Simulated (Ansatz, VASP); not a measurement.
# Lu: VASP beside Ansatz

File INCAR:

```
PREC = Accurate ; ENCUT = 600
EDIFF = 1E-6 ; ISMEAR = -1
SIGMA = 0.05 ; LREAL = False
LASPH = True ; NELM = 100
ALGO = Normal ; ISIF = 3
LWAVE = False ; LCHARG = False
GGA = CA ; IBRION = 2
NSW = 60 ; EDIFFG = -0.005
```

The input KPOINTS:

```
Automatic mesh
0
Gamma
  10 10 10
```

File POSCAR:

```
Lu
1.0
   -1.9541071088      1.9541071088      1.9541071088
    1.9541071088     -1.9541071088      1.9541071088
    1.9541071088      1.9541071088     -1.9541071088
Lu
1
Direct
    0.0000000000      0.0000000000      0.0000000000
```

File input.yaml:

```yaml
crystal:
  lattice:
    - [-1.9541071088, 1.9541071088, 1.9541071088]
    - [1.9541071088, -1.9541071088, 1.9541071088]
    - [1.9541071088, 1.9541071088, -1.9541071088]
  atoms:
    - { symbol: Lu, position: [0.0, 0.0, 0.0] }
hamiltonian:
  xc: lda
  pseudopotentials: { kind: paw }
kpoints:
  mp_grid: { grid: [10, 10, 10] }
scf:
  occupations: { method: fermi_dirac, width: 0.05 }
output:
  forces: true
  stress: true
  eigenvalues: true
relax:
  f_tol: 0.01
  max_steps: 40
  cell: { stress_tol: 0.05 }
```

This isn't the form of Lu at room conditions, which is hcp.

Alike in both runs: task relaxation of cell and atoms; functional LDA; k mesh 10 × 10 × 10; occupations fermi-dirac, width 0.05 eV; no spin polarisation.

|  | VASP | Ansatz |
| --- | --- | --- |
| version | VASP 6.6.1 | Ansatz 0.2.0 |
| potentials or method | VASP PAW PBE potentials, release 64 (Lu) | Ansatz PAW |
| plane-wave cutoff (eV) | 600 | 420 |
| valence electrons in the cell | 25 | 25 |

Ansatz gave:

| Property | Result |
| --- | --- |
| gap on the k mesh at the Fermi level, each at its own relaxed structure (eV) | none |
| relaxed volume (Å³/atom) | 26.19 |
| relaxed cell length with the largest relative difference (Å) | 3.240 |
| energy change over the relaxation (meV/atom) | -67 |

Which values does VASP return?

gap on the k mesh at the Fermi level, each at its own relaxed structure (eV): none; relaxed volume (Å³/atom): 26.35; relaxed cell length with the largest relative difference (Å): 3.247; energy change over the relaxation (meV/atom): -61.

A gap of «none» marks a metal or a gap that the smearing closes.

Caveats: the PAW data sets were made with another functional, which shifts forces and pressure a little (VASP); the plane-wave basis is chosen anew once the cell has moved, so the energies of steps on either side of that aren't comparable (Ansatz); the PAW data sets come from PBE, with cores solved anew for the run's functional, which leaves a small shift of forces and pressure (Ansatz). The runs have no spin-orbit coupling, so splittings on Lu are missing.
